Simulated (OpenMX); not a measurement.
Input of an OpenMX 3.8.5 run:

The input BN.dat:

```
System.CurrrentDirectory             ./
System.Name                          BN
DATA.PATH                            ./DFT_DATA13
level.of.stdout                      1
level.of.fileout                     0
Species.Number                       2
<Definition.of.Atomic.Species
  N   N6.0-s2p2d1            N_PBE13
  B   B7.0-s2p2d1            B_PBE13
Definition.of.Atomic.Species>

Atoms.Number                         2
Atoms.SpeciesAndCoordinates.Unit     FRAC
<Atoms.SpeciesAndCoordinates
    1  N     0.6666513400    0.6666513400    0.3333486600   2.500  2.500
    2  B     0.0000486500    0.0000486500    0.9999513500   1.500  1.500
Atoms.SpeciesAndCoordinates>

Atoms.UnitVectors.Unit               Ang
<Atoms.UnitVectors
     0.0000000000    3.4953158300    2.1660912400
     1.2516321000    0.0000000000    2.1660912400
     1.2516321000    3.4953158300    0.0000000000
Atoms.UnitVectors>

scf.XcType                           GGA-PBE
scf.SpinPolarization                 off
scf.ElectronicTemperature            580.226
scf.energycutoff                     400.0
scf.maxIter                          100
scf.EigenvalueSolver                 band
scf.Kgrid                            13 13 13
scf.Mixing.Type                      rmm-diisk
scf.Init.Mixing.Weight               0.05
scf.Min.Mixing.Weight                0.001
scf.Max.Mixing.Weight                0.3
scf.Mixing.History                   25
scf.Mixing.StartPulay                8
scf.criterion                        1.0e-8
scf.stress.tensor                    on
MD.Type                              nomd
```

Potentials or basis: OpenMX 2013 PBE set, N6.0-s2p2d1, B7.0-s2p2d1, grid cutoff 400 Ry.

Launch:

```bash
$ openmx BN.dat -nt 1 > BN.std
```

Task: Estimate the largest force.

Result: 0.009 eV/Å.

Task: Estimate the band gap on the k mesh.

Result: 3.96 eV, indirect (least direct gap 4.64 eV).

Task: What does it give for the Mulliken charges?

Result: N -0.74; B +0.74 e.

Task: What does it give for the pressure?

Result: 5.3 GPa.

Forces in eV/Å, atoms in the order of the input:
```
N    0.008  0.003 -0.004
B    0.004 -0.001  0.003
```

Caveat: an odd mesh through Γ misses points on the zone boundary, where band edges often lie; the basis of atomic orbitals isn't converged, which shifts pressures, moduli and gaps.
